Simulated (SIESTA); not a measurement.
Runs of SIESTA 5.4.2 on InAs. It takes space group F-43m (No. 216, cubic). Conventional cell: a = 6.036 Å, b = 6.036 Å, c = 6.036 Å, α = 90.00°, β = 90.00°, γ = 90.00°. In (site symmetry -43m) has 4 As at 2.61 Å as nearest neighbours. As (site symmetry -43m) is surrounded by 4 In at 2.61 Å. 

| level | potentials or basis | spin | k mesh | energy shift | gap on the mesh (eV) | pressure (GPa) |
| --- | --- | --- | --- | --- | --- | --- |
| PBE | PseudoDojo 0.4 standard (PBE files), SZ (energy shift 0.003 Ry; radii capped at 9.5 bohr) | off | 8 × 8 × 8 | 0.003 Ry | 0.10 | 7.9 |
| PBE | PseudoDojo 0.4 standard (PBE files, fully relativistic), TZP (energy shift 0.003 Ry; two zetas on semicore shells) | non-collinear, zero start, SOC | 6 × 6 × 6 | 0.003 Ry | none | 4.5 |
| PBE | PseudoDojo 0.4 standard (PBE files), DZ (energy shift 0.01 Ry) | off | 8 × 8 × 8 | 0.01 Ry | none | 3.8 |
| RPBE | PseudoDojo 0.4 standard (PBE files), DZP (energy shift 0.003 Ry; two zetas on semicore shells) | off | 8 × 8 × 8 | 0.003 Ry | (b) | (a) |
| vdW-DF-cx | PseudoDojo 0.4 standard (PBE files), DZP (energy shift 0.003 Ry; two zetas on semicore shells) | off | 8 × 8 × 8 | 0.003 Ry | none | 2.5 |

Alike in all rows: task band structure; cell as given; smearing fermi-dirac 0.05 eV; grid cutoff 500 Ry.

Question: Fill in the values left out.

Answer: (a) 6.2; (b) 0.11.

Caveats: the basis of atomic orbitals isn't converged, which shifts pressures, moduli and gaps; spin-orbit coupling is left out, which moves the levels of the heavy elements (some runs); the basis has no polarisation orbitals (some runs); the potentials were made for another functional, which shifts forces and pressure (some runs); semicore shells carry a single zeta, which can move pressures by several GPa and volumes by a few percent (some runs).

A k mesh can miss the band edges, and rows without SOC leave out spin-orbit coupling on As, In.

A gap of «none» marks a metal or a gap under the smearing width.
